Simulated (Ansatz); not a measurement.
# BN: the cost of one run

Program: Ansatz 0.2.0. Level of theory: DFT PBE, scalar-relativistic, plane waves, PAW. These are calculated values, not measurements.

### 1 Starting point

It takes space group Fmm2 (No. 42, orthorhombic). The conventional cell has a = 2.503 Å, b = 6.991 Å, c = 4.332 Å, α = 90.00°, β = 90.00°, γ = 90.00°. Around B (site symmetry mm2) lie 3 N at 1.44 Å. N (site symmetry mm2) is surrounded by 3 B at 1.44 Å.

Structure file:

```
CELL_PARAMETERS angstrom
0.00000 6.99063 4.33218
5.00653 6.99063 -4.33218
-5.00653 6.99063 -4.33218
ATOMIC_POSITIONS crystal
B 0.25002 0.24999 0.99999
B 0.50002 0.49999 0.99999
B 0.75002 0.74999 0.99999
B 0.00002 0.99999 0.99999
B 0.50002 0.24999 0.74999
B 0.75002 0.49999 0.74999
B 0.00002 0.74999 0.74999
B 0.25002 0.99999 0.74999
B 0.75002 0.24999 0.49999
B 0.00002 0.49999 0.49999
B 0.25002 0.74999 0.49999
B 0.50002 0.99999 0.49999
B 0.00002 0.24999 0.24999
B 0.25002 0.49999 0.24999
B 0.50002 0.74999 0.24999
B 0.75002 0.99999 0.24999
B 0.75002 0.24999 0.99999
B 0.00002 0.49999 0.99999
B 0.25002 0.74999 0.99999
B 0.50002 0.99999 0.99999
B 0.00002 0.24999 0.74999
B 0.25002 0.49999 0.74999
B 0.50002 0.74999 0.74999
B 0.75002 0.99999 0.74999
B 0.25002 0.24999 0.49999
B 0.50002 0.49999 0.49999
B 0.75002 0.74999 0.49999
B 0.00002 0.99999 0.49999
B 0.50002 0.24999 0.24999
B 0.75002 0.49999 0.24999
B 0.00002 0.74999 0.24999
B 0.25002 0.99999 0.24999
N 0.58333 0.08334 0.83334
N 0.83333 0.33334 0.83334
N 0.08333 0.58334 0.83334
N 0.33333 0.83334 0.83334
N 0.83333 0.08334 0.58334
N 0.08333 0.33334 0.58334
N 0.33333 0.58334 0.58334
N 0.58333 0.83334 0.58334
N 0.08333 0.08334 0.33334
N 0.33333 0.33334 0.33334
N 0.58333 0.58334 0.33334
N 0.83333 0.83334 0.33334
N 0.33333 0.08334 0.08334
N 0.58333 0.33334 0.08334
N 0.83333 0.58334 0.08334
N 0.08333 0.83334 0.08334
N 0.08333 0.08334 0.83334
N 0.33333 0.33334 0.83334
N 0.58333 0.58334 0.83334
N 0.83333 0.83334 0.83334
N 0.33333 0.08334 0.58334
N 0.58333 0.33334 0.58334
N 0.83333 0.58334 0.58334
N 0.08333 0.83334 0.58334
N 0.58333 0.08334 0.33334
N 0.83333 0.33334 0.33334
N 0.08333 0.58334 0.33334
N 0.33333 0.83334 0.33334
N 0.83333 0.08334 0.08334
N 0.08333 0.33334 0.08334
N 0.33333 0.58334 0.08334
N 0.58333 0.83334 0.08334
```

The runs take a perfect supercell of 64 atoms; the defect goes to fractional position (0.250, 0.250, 1.000).

### 2 The perfect supercell

input.yaml

```yaml
crystal:
  lattice:
    - [0.0, 6.990632, 4.332182]
    - [5.006528, 6.990631, -4.332182]
    - [-5.006528, 6.990632, -4.332183]
  atoms:
    - { symbol: B, position: [0.250024, 0.249988, 0.999988] }
    - { symbol: B, position: [0.500024, 0.499988, 0.999988] }
    - { symbol: B, position: [0.750024, 0.749988, 0.999988] }
    - { symbol: B, position: [2.4e-05, 0.999988, 0.999988] }
    - { symbol: B, position: [0.500024, 0.249988, 0.749988] }
    - { symbol: B, position: [0.750024, 0.499988, 0.749988] }
    - { symbol: B, position: [2.4e-05, 0.749988, 0.749988] }
    - { symbol: B, position: [0.250024, 0.999988, 0.749988] }
    - { symbol: B, position: [0.750024, 0.249988, 0.499988] }
    - { symbol: B, position: [2.4e-05, 0.499988, 0.499988] }
    - { symbol: B, position: [0.250024, 0.749988, 0.499988] }
    - { symbol: B, position: [0.500024, 0.999988, 0.499988] }
    - { symbol: B, position: [2.4e-05, 0.249988, 0.249988] }
    - { symbol: B, position: [0.250024, 0.499988, 0.249988] }
    - { symbol: B, position: [0.500024, 0.749988, 0.249988] }
    - { symbol: B, position: [0.750024, 0.999988, 0.249988] }
    - { symbol: B, position: [0.750024, 0.249988, 0.999988] }
    - { symbol: B, position: [2.4e-05, 0.499988, 0.999988] }
    - { symbol: B, position: [0.250024, 0.749988, 0.999988] }
    - { symbol: B, position: [0.500024, 0.999988, 0.999988] }
    - { symbol: B, position: [2.4e-05, 0.249988, 0.749988] }
    - { symbol: B, position: [0.250024, 0.499988, 0.749988] }
    - { symbol: B, position: [0.500024, 0.749988, 0.749988] }
    - { symbol: B, position: [0.750024, 0.999988, 0.749988] }
    - { symbol: B, position: [0.250024, 0.249988, 0.499988] }
    - { symbol: B, position: [0.500024, 0.499988, 0.499988] }
    - { symbol: B, position: [0.750024, 0.749988, 0.499988] }
    - { symbol: B, position: [2.4e-05, 0.999988, 0.499988] }
    - { symbol: B, position: [0.500024, 0.249988, 0.249988] }
    - { symbol: B, position: [0.750024, 0.499988, 0.249988] }
    - { symbol: B, position: [2.4e-05, 0.749988, 0.249988] }
    - { symbol: B, position: [0.250024, 0.999988, 0.249988] }
    - { symbol: "N", position: [0.583326, 0.083337, 0.833337] }
    - { symbol: "N", position: [0.833326, 0.333337, 0.833337] }
    - { symbol: "N", position: [0.083326, 0.583337, 0.833337] }
    - { symbol: "N", position: [0.333326, 0.833337, 0.833337] }
    - { symbol: "N", position: [0.833326, 0.083337, 0.583337] }
    - { symbol: "N", position: [0.083326, 0.333337, 0.583337] }
    - { symbol: "N", position: [0.333326, 0.583337, 0.583337] }
    - { symbol: "N", position: [0.583326, 0.833337, 0.583337] }
    - { symbol: "N", position: [0.083326, 0.083337, 0.333337] }
    - { symbol: "N", position: [0.333326, 0.333337, 0.333337] }
    - { symbol: "N", position: [0.583326, 0.583337, 0.333337] }
    - { symbol: "N", position: [0.833326, 0.833337, 0.333337] }
    - { symbol: "N", position: [0.333326, 0.083337, 0.083337] }
    - { symbol: "N", position: [0.583326, 0.333337, 0.083337] }
    - { symbol: "N", position: [0.833326, 0.583337, 0.083337] }
    - { symbol: "N", position: [0.083326, 0.833337, 0.083337] }
    - { symbol: "N", position: [0.083326, 0.083337, 0.833337] }
    - { symbol: "N", position: [0.333326, 0.333337, 0.833337] }
    - { symbol: "N", position: [0.583326, 0.583337, 0.833337] }
    - { symbol: "N", position: [0.833326, 0.833337, 0.833337] }
    - { symbol: "N", position: [0.333326, 0.083337, 0.583337] }
    - { symbol: "N", position: [0.583326, 0.333337, 0.583337] }
    - { symbol: "N", position: [0.833326, 0.583337, 0.583337] }
    - { symbol: "N", position: [0.083326, 0.833337, 0.583337] }
    - { symbol: "N", position: [0.583326, 0.083337, 0.333337] }
    - { symbol: "N", position: [0.833326, 0.333337, 0.333337] }
    - { symbol: "N", position: [0.083326, 0.583337, 0.333337] }
    - { symbol: "N", position: [0.333326, 0.833337, 0.333337] }
    - { symbol: "N", position: [0.833326, 0.083337, 0.083337] }
    - { symbol: "N", position: [0.083326, 0.333337, 0.083337] }
    - { symbol: "N", position: [0.333326, 0.583337, 0.083337] }
    - { symbol: "N", position: [0.583326, 0.833337, 0.083337] }
basis:
  ecutwfc: 420
  fft_grid_basis: typed
kpoints:
  mp_grid: { grid: [2, 2, 2] }
hamiltonian:
  xc: pbe
  pseudopotentials: { kind: paw }
scf:
  occupations: { method: gaussian, width: 0.05 }
output:
  forces: true
  stress: false
  eigenvalues: true
  bader: false
  write_density: true
  volumetric_format: npy
```

Run with:

```console
> ansatz run input.yaml --threads 4 --pin off --max-ram 10240MiB --backend cpu --events-out ev --progress --plain --runs-dir out
```

What time and memory should one allow on 4 threads of AMD EPYC 7R43 (Zen 3), shared host?

About 6.3 s, with a peak of 2.7 GiB.
